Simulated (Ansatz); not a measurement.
# InSe (C2/m) in Ansatz: reference runs

Aim: a first look at InSe with PBE, on the cell as given and on a disturbed one.

All numbers are computed with Ansatz 0.2.0; they aren't measurements. Logs are shortened: lines on timing, memory, paths and dates and some standing lists are left out, and cuts for length are marked.

## Step 1: The structure

The structure is monoclinic, space group C2/m (No. 12). Conventional cell: a = 11.653 Å, b = 4.109 Å, c = 5.073 Å, α = 90.00°, β = 109.86°, γ = 90.00°. In (site symmetry m) has 3 Se at 2.68 to 2.69 Å and 1 In at 2.80 Å as nearest neighbours. Around Se (site symmetry m) lie 3 In at 2.68 to 2.69 Å.

The cell comes from a database or a generator and needn't be the stable form of this composition.

## Step 2: Single point, PBE

The input, input.yaml:

```yaml
crystal:
  lattice:
    - [5.8263928781, -2.054648955, 0.0]
    - [5.8263928781, 2.054648955, 0.0]
    - [-1.723233014, 0.0, 4.7713478577]
  atoms:
    - { symbol: In, position: [0.88820325, 0.88820325, 0.04684136] }
    - { symbol: In, position: [0.11179675, 0.11179675, 0.95315864] }
    - { symbol: Se, position: [0.66092759, 0.66092759, 0.66895562] }
    - { symbol: Se, position: [0.33907241, 0.33907241, 0.33104438] }
hamiltonian:
  xc: pbe
  pseudopotentials: { kind: paw }
kpoints:
  mp_grid: { grid: [7, 7, 6] }
scf:
  occupations: { method: fermi_dirac, width: 0.05 }
output:
  forces: true
  stress: true
  eigenvalues: true
  write_density: true
  write_potential: true
  elf: true
  volumetric_format: npy
```

Potentials or basis: Ansatz PAW.

The run is started by

```bash
$ ansatz run input.yaml --threads 2 --pin off --max-ram 5120MiB --backend cpu --events-out ev --progress --plain --runs-dir out
```

Log:

```text
Warning: RAYON_NUM_THREADS=2 ignored (pool sized by the plan → 2); use --threads N
Engine: ansatz 0.2.0, aarch64-unknown-linux-gnu
Pseudopotentials: kind: paw
Pseudopotential: In, paw, valence charge 13, recommended cutoff 420 eV (normal), In.paw.azcp
Pseudopotential: Se, paw, valence charge 16, recommended cutoff 420 eV (normal), Se.paw.azcp
Functional definition: PBE
  parameter kappa = 0.804
  parameter beta = 0.06672455060314922
  exchange = pbe_x(kappa = kappa, mu = beta*pi^2/3)
  correlation = pbe_c(beta = beta)
Crystal: 4 atoms, lattice volume = 114.237 Å³
Basis set: ecut = 420 eV, 2235 PW (Γ), exchange–correlation on 90×90×72 points (8 copies of the dense FFT grid, shifted against one another)
Bands: 35, of which v1, the nominal top of the filled ones, is band 29 counted from 1 (28 counted from 0)
Symmetry: 4 space group operations
Space group: C2/m (ITA 12), of the structure as read, at distance tolerance 4.9e-5 Å
k-points: 88 of 294
Non-local potential: In, projectors of the file, l = 0: 2, l = 1: 2, l = 2: 2, l = 3: 2
Non-local potential: Se, projectors of the file, l = 0: 2, l = 1: 2, l = 2: 3, l = 3: 1
PAW form: soft (Blöchl's): semilocal exchange-correlation on the pseudo side does not see the compensation charge
PAW one-centre angular grid: In, 590 points (default); XC on 64 Gauss nodes
PAW one-centre angular grid: Se, 590 points (default); XC on 64 Gauss nodes
Initial density: superposition of atomic densities (neutral atoms: chi_scale 0, normalization atom), corrected by the library's trained network
Initial wavefunctions: pseudopotential atomic-orbital guess
Functional: x = pbe(κ = 0.804, μ = 0.2195149727645171), c = pbe(β = 0.06672455060314922)
SCF iter   1: F=—  HF=-22135.785749 eV  |F-HF|=—  |Δ(HF+E_count)|=         —  Δρ=1.39e-3  dr2=2.38e-3  ethr=1.77e-3  ⟨swp⟩=6.9  Hψ=12620  notcnv=0
preconditioner: auto → Resta (q_TF=auto, 2.437 Å⁻¹)  ε∞=3.4  [insulator: Δε(μ)=1.151 eV  Ē_g=13.908 eV  σ=0.050 eV  W_gap=1.00  n_scr=32 (ndim 8)  ℏωp=21.4 eV  f_vac=0.050  D(μ)=0.00/eV (n_scr^D=0)  ε∞_Penn≈3.4]
SCF iter   2: F=—  HF=-22135.783286 eV  |F-HF|=—  |Δ(HF+E_count)|=   2.46e-3  Δρ=7.72e-4  dr2=4.97e-4  ethr=4.10e-6  ⟨swp⟩=2.1  Hψ=6156  notcnv=0  defer=1
SCF iter   3: F=—  HF=-22135.783407 eV  |F-HF|=—  |Δ(HF+E_count)|=   1.20e-4  Δρ=3.53e-4  dr2=1.22e-4  ethr=8.56e-7  ⟨swp⟩=3.0  Hψ=5532  notcnv=0  defer=1
SCF iter   4: F=—  HF=-22135.783505 eV  |F-HF|=—  |Δ(HF+E_count)|=   9.79e-5  Δρ=7.70e-5  dr2=1.00e-5  ethr=2.10e-7  ⟨swp⟩=3.0  Hψ=5515  notcnv=0  defer=1
SCF iter   5: F=—  HF=-22135.783548 eV  |F-HF|=—  |Δ(HF+E_count)|=   4.36e-5  Δρ=4.00e-5  dr2=2.20e-6  ethr=1.73e-8  ⟨swp⟩=2.0  Hψ=5515  notcnv=0  defer=1
SCF iter   6: F=—  HF=-22135.783549 eV  |F-HF|=—  |Δ(HF+E_count)|=   1.16e-6  Δρ=9.33e-6  dr2=1.53e-7  ethr=3.79e-9  ⟨swp⟩=2.0  Hψ=5515  notcnv=0  defer=1
SCF iter   7: F=-22135.783549 eV  HF=-22135.783549 eV  |F-HF|=6.44e-10  |Δ(HF+E_count)|=   1.52e-7  Δρ=3.77e-6  dr2=1.38e-8  ethr=1.72e-10  ⟨swp⟩=12.0  Hψ=20694  notcnv=0
SCF 1 converged in 7 iterations: F = -22135.783549 eV  dr2 = 1.38e-8
SCF converged after 7 iterations
Free energy (F): -22135.783549 eV
Harris-Foulkes:  -22135.783549 eV  (|F-HF|=6.44e-10)
Internal energy: -22135.783549 eV  (E = F + TS)
E sigma→0 (E₀):  -22135.783549 eV
Entropy (-TS):   -0.000000 eV (-0.000 meV/atom)
Fermi energy:    7.779698 eV
--- Per-component energies (eV) ---
  E_band       = -892.907679
  E_kinetic    = 722.047634
  E_local      = -7766.966118  (includes V_loc(G=0)·N_el)
  E_nonlocal   = -457.045477
  E_hartree    = 3586.053759
  E_xc         = -638.656432
  E_vxc        = -394.382692  (∫ρ·V_xc dr)
  E_paw        = -12132.395336  (= ΣΔE_a)
  E_vpaw       = -168.673048  (= ΣTr[D̂ρ^β])
  E_aug_tail   = -0.001155  (compensation charges beyond the density's cutoff)
  E_ewald      = -5448.820425
  E_smearing   = -0.000000  (= −TS)
  E_closure    = 0.000000  (closes the sum)
  Σ components = -22135.783549   (vs F -22135.783549, Δ=0.00e0)
--- Forces (eV/Å), atoms counted from 1 ---
  atom   1  In     0.05557899     0.00000000    -0.02729070
  atom   2  In    -0.05557899    -0.00000000     0.02729070
  atom   3  Se     0.01619155     0.00000000    -0.23967268
  atom   4  Se    -0.01619155    -0.00000000     0.23967268
  max |Σ_I F_I| component: 2.78e-17 eV/Å
--- Stress (GPa, compression-positive) ---
        1.441489      -0.000000       0.049989
       -0.000000       1.563004       0.000000
        0.049988       0.000000       1.504643
  P = ⅓ Tr σ = 1.5030 GPa (15.030 kbar)
--- Band table (eV; the first three rows and the last of 88) ---
  k-point 0: bands = ["-39.8065", "-39.8062", "-39.8061", "-39.8059", "-39.7797", "-39.7794", "-39.7781", "-39.7778", "-39.7675", "-39.7674", "-7.3075", "-7.2003", "-7.0138", "-6.9829", "-6.9455", "-6.9423", "-6.8945", "-6.8481", "-6.8195", "-6.6668", "-5.9509", "-4.2981", "2.5176", "3.4134", "3.5191", "4.9756", "5.2299", "5.8547", "6.0632", "9.8954", "10.2052", "10.8645", "12.0461", "12.7153", "12.7336"]
  k-point 1: bands = ["-39.8065", "-39.8062", "-39.8061", "-39.8059", "-39.7797", "-39.7794", "-39.7781", "-39.7778", "-39.7675", "-39.7674", "-7.3114", "-7.1994", "-7.0144", "-6.9817", "-6.9453", "-6.9440", "-6.8939", "-6.8479", "-6.8194", "-6.6692", "-5.8562", "-4.4052", "2.2469", "3.1155", "3.8048", "5.2722", "5.3153", "6.0903", "6.2689", "9.3821", "9.5874", "11.3064", "11.6976", "12.6640", "13.5481"]
  k-point 2: bands = ["-39.8065", "-39.8062", "-39.8061", "-39.8059", "-39.7797", "-39.7794", "-39.7781", "-39.7779", "-39.7675", "-39.7674", "-7.3184", "-7.1979", "-7.0154", "-6.9789", "-6.9472", "-6.9448", "-6.8928", "-6.8475", "-6.8191", "-6.6739", "-5.6090", "-4.6777", "1.8387", "2.7383", "4.4341", "5.3711", "5.9016", "6.1279", "6.6725", "8.7239", "9.0201", "11.2639", "11.3280", "13.2988", "13.7754"]
  k-point 87: bands = ["-39.8066", "-39.8062", "-39.8061", "-39.8058", "-39.7796", "-39.7795", "-39.7781", "-39.7779", "-39.7675", "-39.7674", "-7.2906", "-7.1662", "-7.0690", "-7.0562", "-7.0053", "-6.9326", "-6.9091", "-6.8461", "-6.7682", "-6.6575", "-5.4301", "-4.5223", "1.2827", "2.4118", "4.3615", "4.5751", "6.0154", "6.6208", "6.8834", "9.2431", "10.8143", "10.8830", "11.5476", "12.9151", "13.0791"]
```

v_z.tsv:

```text
# z_ang	v_es[eV]	v_tot[eV]
# format = ansatz-planar-average/11
# xc	pbe
# density_cutoff_ev	1680
# datasets	In=:simpson_from_first_knot:soft	Se=:simpson_from_first_knot:soft
# lattice	5.826392878	-2.054648955	0.000000000
# lattice	5.826392878	2.054648955	0.000000000
# lattice	-1.723233014	0.000000000	4.771347858
# sites	4
# site	49	10.269323602	0.000000000	0.223496423
# site	49	-0.339770860	0.000000000	4.547851435
# site	34	6.548881197	0.000000000	3.191819964
# site	34	3.380671545	0.000000000	1.579527893
0.000000	-5.147005e-1	-1.192336e1
0.140917	-3.105227e-1	-1.163461e1
0.281833	2.748643e-1	-1.080588e1
0.422750	1.166543e0	-9.542698e0
0.563666	2.239635e0	-8.028370e0
0.704583	3.261964e0	-6.565727e0
[... 28 lines left out ...]
4.791163	2.748643e-1	-1.080588e1
4.932080	-3.105227e-1	-1.163461e1
```

It took 9.4 s on 2 threads of Arm Neoverse V2, shared host; peak memory 0.57 GiB.

Results:

```
Free energy            : -22135.7835 eV
Pressure               : 1.5 GPa
Largest force          : 0.240 eV/Å
Band gap on the k mesh : 1.14 eV, indirect (least direct gap 1.23 eV)
```

Forces in eV/Å, atoms in the order of the input:
```
In   0.056  0.000 -0.027
In  -0.056  0.000  0.027
Se   0.016  0.000 -0.240
Se  -0.016  0.000  0.240
```

Stress tensor (GPa, compression positive):
```
1.44 0.00 0.05
0.00 1.56 0.00
0.05 0.00 1.50
```

Levels at points of the mesh, in eV from the valence-band top:
```tsv
k point	band 26	band 27	band 28	band 29	band 30	band 31	band 32	band 33
(0.00, 0.00, 0.00)	-2.21	-1.95	-1.33	-1.12	2.71	3.02	3.68	4.86
(0.00, 0.00, -0.50)	-1.75	-1.42	-1.05	-0.37	1.14	2.12	3.62	3.94
```

Caveat: odd divisions of the mesh miss points on the zone boundary, where band edges often lie, so the gap on the mesh can be too wide; spin-orbit coupling is left out, which moves the levels of the heavy elements. PBE gaps usually lie below the measured ones, often by a third to a half.

## Step 3: Single point, PBE (atoms moved at random, drawn with an rms of 0.05 Å)

The input, input.yaml:

```yaml
crystal:
  lattice:
    - [5.8263928781, -2.054648955, 0.0]
    - [5.8263928781, 2.054648955, 0.0]
    - [-1.723233014, 0.0, 4.7713478577]
  atoms:
    - { symbol: In, position: [0.887245, 0.892199, 0.048336] }
    - { symbol: In, position: [0.114147, 0.116905, 0.949262] }
    - { symbol: Se, position: [0.654273, 0.664, 0.672048] }
    - { symbol: Se, position: [0.3481, 0.337403, 0.336818] }
hamiltonian:
  xc: pbe
  pseudopotentials: { kind: paw }
kpoints:
  mp_grid: { grid: [7, 7, 6] }
scf:
  occupations: { method: fermi_dirac, width: 0.05 }
output:
  forces: true
  stress: true
  eigenvalues: true
  write_density: true
  write_potential: true
  elf: true
  volumetric_format: npy
```

Potentials or basis: Ansatz PAW.

The run is started by

```bash
$ ansatz run input.yaml --threads 2 --pin off --max-ram 5120MiB --backend cpu --events-out ev --progress --plain --runs-dir out
```

Run time: 27 s. Hardware: 2 threads of Arm Neoverse V2, shared host; peak memory 0.67 GiB.

The run converged. Its results:

```
Free energy            : -22135.7584 eV
Pressure               : 1.7 GPa
Largest force          : 0.576 eV/Å
Band gap on the k mesh : 1.03 eV, indirect (least direct gap 1.15 eV)
```

Forces in eV/Å, atoms in the order of the input:
```
In   0.229 -0.123 -0.070
In  -0.432  0.066  0.376
Se   0.351 -0.123 -0.424
Se  -0.148  0.179  0.118
```

Stress tensor (GPa, compression positive):
```
 1.11 -0.26 -0.50
-0.26  2.42  0.55
-0.50  0.55  1.65
```

Levels at points of the mesh, in eV from the valence-band top:
```tsv
k point	band 25	band 26	band 27	band 28	band 29	band 30	band 31	band 32	band 33	band 34
(0.00, 0.00, 0.00)	-3.64	-2.18	-2.05	-1.39	-1.27	2.60	2.93	3.56	4.96	5.40
(0.00, 0.00, -0.50)	-2.17	-1.90	-1.53	-1.14	-0.34	1.03	2.13	3.46	3.98	6.26
```

Caveat: odd divisions of the mesh miss points on the zone boundary, where band edges often lie, so the gap on the mesh can be too wide; spin-orbit coupling is left out, which moves the levels of the heavy elements.
